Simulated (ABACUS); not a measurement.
**La under changes of volume**

One of the cells (36.962 Å³/atom); the others are scaled copies at fixed shape and fractional positions:

```
La
1.0
     3.75000    0.00000    0.00000
    -1.87500    3.24760    0.00000
     0.00000    0.00000    6.07000
La
2
Direct
  0.66667 0.33333 0.75000
  0.33333 0.66667 0.25000
```

This isn't the form of La at room conditions, which is double hcp.

```yaml
Program: ABACUS 3.10.1
Functional: AM05
Potentials_or_basis: GBRV ultrasoft 1.5 PBEsol
Cutoff: 544 eV
Density_cutoff: 4354 eV
Basis: plane waves
k_mesh: 6 × 6 × 4
Occupations: fermi-dirac, width 0.05 eV
Spin: no spin polarisation
```

```csv
volume (Å³/atom),energy over the lowest point (meV/atom),pressure (GPa)
34.744,2.00,0.7
35.483,0.00,0.2
36.222,0.58,-0.4
36.962,3.56,-0.8
37.701,8.73,-1.3
38.440,15.90,-1.7
39.179,?,?
```

Task: What does the run at 39.179 Å³/atom give?

Result: Energy over the lowest point 24.92 meV/atom; pressure -2.1 GPa.

Worked out: A Birch-Murnaghan fit of order 3 (a polynomial in V^(-2/3)) to the other rows has its minimum at 35.68 Å³/atom with B0 = V·E''(V) = 27 GPa and B' = 3.1 at fixed shape and positions, which overstates the stiffness. It gives 24.92 meV/atom at 39.179 Å³/atom, against the run's 24.92, and -dE/dV = -2.1 GPa, against -2.1.

Energies are extrapolated to zero smearing.

Caveats: the potentials were made for another functional, which shifts forces and pressure.
